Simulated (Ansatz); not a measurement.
# ZrO2: the cost of one run

Method: DFT, levels as named, plane waves, PAW, in Ansatz 0.2.0.

## Step 1: The starting structure

The structure is tetragonal, space group P4_2/nmc (No. 137). The conventional cell has a = 3.596 Å, b = 3.596 Å, c = 5.177 Å, α = 90.00°, β = 90.00°, γ = 90.00°. Around Zr (site symmetry -4m2) lie 8 O at 2.08 to 2.37 Å. O (site symmetry 2mm) is surrounded by 4 Zr at 2.08 to 2.37 Å.

As a file:

```xyz
6
Lattice="3.5961 0.0000 0.0000 0.0000 3.5961 0.0000 0.0000 0.0000 5.1770" Properties=species:S:1:pos:R:3 pbc="T T T"
Zr    0.0000    0.0000    0.0000
Zr    1.7980    1.7980    2.5885
O     0.0000    1.7980    1.0509
O     0.0000    1.7980    3.6394
O     1.7980    0.0000    1.5376
O     1.7980    0.0000    4.1261
```

## Step 2: Relaxation with PBE

input.yaml reads:

```yaml
crystal:
  lattice:
    - [3.5961, 0.0, 0.0]
    - [0.0, 3.5961, 0.0]
    - [0.0, 0.0, 5.177]
  atoms:
    - { symbol: Zr, position: [0.0, 0.0, 0.0] }
    - { symbol: Zr, position: [0.5, 0.5, 0.5] }
    - { symbol: O, position: [0.0, 0.5, 0.203] }
    - { symbol: O, position: [0.0, 0.5, 0.703] }
    - { symbol: O, position: [0.5, 0.0, 0.297] }
    - { symbol: O, position: [0.5, 0.0, 0.797] }
  symmetry: { tolerance: 0.0003 }
hamiltonian:
  xc: pbe
  pseudopotentials: { kind: paw, azcp: { folder: soft_1 } }
basis:
  ecutwfc: 420
magnetization:
  spin_polarized: false
scf:
  occupations: { method: fermi_dirac, width: 0.02 }
kpoints:
  mp_grid: { grid: [8, 8, 6], shift: [0, 0, 0] }
output:
  forces: true
  stress: true
  eigenvalues: true
relax:
  max_steps: 60
  cell: {}
```

Command:

```
ansatz run input.yaml --threads 2 --pin off --max-ram 5632MiB --backend cpu --events-out ev --progress --plain --runs-dir out
```

Q: Estimate wall time and peak memory on 2 threads of Arm Neoverse V1, shared host.

About 36 s, with a peak of 0.4 GiB.
